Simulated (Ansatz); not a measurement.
**Al2O3 (Corundum): relaxation of cell and atoms with PBE**

Crystal: Al2O3 (Corundum).

```xyz
10
Lattice="2.3803 1.3742 4.3319 -2.3803 1.3742 4.3319 0.0000 -2.7485 4.3319" Properties=species:S:1:pos:R:3 pbc="T T T"
Al    0.0000    0.0000   11.0743
Al    0.0000    0.0000    8.4191
Al    0.0000    0.0000    1.9213
Al    0.0000    0.0000    4.5765
O    -1.6503   -0.1099    5.4148
O     0.7300    1.4841    5.4148
O     0.9203   -1.3742    5.4148
O     1.6503    0.1099    7.5808
O    -0.7300   -1.4841    7.5808
O    -0.9203    1.3742    7.5808
```

```
Program             : Ansatz 0.2.0
Task                : relaxation of cell and atoms
Functional          : PBE
Potentials or basis : Ansatz PAW
Cutoff              : 420 eV (not typed: the program's choice for these potentials)
k mesh              : 7 × 7 × 7
Occupations         : fermi-dirac, width 0.05 eV
Spin                : no spin polarisation
```

| Property | Result |
| --- | --- |
| Relaxed volume | 8.76 Å³/atom |
| Relaxed cell | a = 5.181 Å, b = 5.181 Å, c = 5.181 Å, α = 55.30°, β = 55.30°, γ = 55.30° |
| Space group after relaxing (to 0.05 Å) | R-3c (No. 167) |
| Energy gained by relaxing | 5.8 meV/atom |
| Ionic steps | 8 |
| Pressure after relaxing | 0.0 GPa |
| Band gap on the k mesh | 5.85 eV |

The path:
```
step  energy change (eV)  largest force (eV/Å)  volume (Å³)
   1              0.0000                0.0290        85.02
   2             -0.0322                0.0254        86.10
   3             -0.0423                0.0108        87.44
   4             -0.0420                0.0036        87.49
   5             -0.0421                0.0023        87.49
   6             -0.0583                0.0017        87.49
   7             -0.0578                0.0006        87.60
   8             -0.0584                0.0006        87.60
```

Final structure:
```yaml
crystal:
  lattice:
    - [2.40436, 1.38816, 4.37450]
    - [-2.40436, 1.38816, 4.37450]
    - [0.00000, -2.77631, 4.37450]
  atoms:
    - { symbol: Al, position: [0.85215, 0.85215, 0.85215] }
    - { symbol: Al, position: [0.64785, 0.64785, 0.64785] }
    - { symbol: Al, position: [0.14785, 0.14785, 0.14785] }
    - { symbol: Al, position: [0.35215, 0.35215, 0.35215] }
    - { symbol: O, position: [0.05617, 0.75000, 0.44383] }
    - { symbol: O, position: [0.75000, 0.44383, 0.05617] }
    - { symbol: O, position: [0.44383, 0.05617, 0.75000] }
    - { symbol: O, position: [0.94383, 0.25000, 0.55617] }
    - { symbol: O, position: [0.25000, 0.55617, 0.94383] }
    - { symbol: O, position: [0.55617, 0.94383, 0.25000] }
```

Wall time 17 s on 2 threads of Intel(R) Xeon(R) CPU @ 2.60GHz (Ice Lake), with other jobs on the host, peak memory 0.49 GiB.

Caveat: odd divisions of the mesh miss points on the zone boundary, where band edges often lie, so the gap on the mesh can be too wide; the plane-wave basis is chosen anew once the cell has moved, so the energies of steps on either side of that aren't comparable; the pressure holds a Pulay correction of +0.9 GPa for the finite cutoff. A k mesh can miss the band edges.
